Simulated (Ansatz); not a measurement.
# NaCl (Fm-3m): G0W0 and the treatment of frequencies and band sums

```
CELL_PARAMETERS angstrom
0.00000 2.48160 2.48160
2.48160 0.00000 2.48160
2.48160 2.48160 0.00000
ATOMIC_POSITIONS crystal
Na 0.00000 0.00000 0.00000
Cl 0.50000 0.50000 0.50000
```

Held fixed (Ansatz):

```yaml
orbitals: PBE
datasets: soft PAW set, first generation
k_mesh: 4×4×4
response_cutoff: 200 eV
wave_cutoff: 420 eV
```

The gap is read direct at Γ, linearised, between the Kohn-Sham band edges among the points solved. The direct gap is read between the top filled and lowest empty Kohn-Sham band at Γ. ε∞ is the electronic dielectric constant on this mesh. Runs with cut sums weigh the q → 0 term analytically. The completed-sum build treats it its own way, which on a coarse mesh shifts the gap as well.

(1) Taking contour deformation, sums cut at 197 empty bands as the reference, which of the others (plasmon pole fitted at 19i eV, sums cut at 197 empty bands; contour deformation, 81 empty bands and completed sums (trial build, its own q → 0 term)) gives the gap farthest from it?

Answers

(1) Farthest from contour deformation, sums cut at 197 empty bands in the G0W0 gap: contour deformation, 81 empty bands and completed sums (trial build, its own q → 0 term) (+0.19 eV). The nearest differs by 0.059 eV.

```tsv
treatment	KS gap (eV)	G0W0 gap (eV)	direct at Γ (eV)	ε∞
contour deformation, sums cut at 197 empty bands	7.08	9.90	9.90	2.8
plasmon pole fitted at 19i eV, sums cut at 197 empty bands	7.08	9.84	9.84	2.8
contour deformation, 81 empty bands and completed sums (trial build, its own q → 0 term)	7.08	10.09	10.09	2.8
```

Soft PAW datasets can miss an all-electron G0W0 gap by more than 5 %. The cell is a model at fixed atoms and needn't be the relaxed known crystal. The mesh is coarse, so these are values at the stated settings, not converged ones. Band sums or response are cut, so the gap isn't at its basis limit. The gap is read on the mesh, and the crystal's band edges can lie off it.
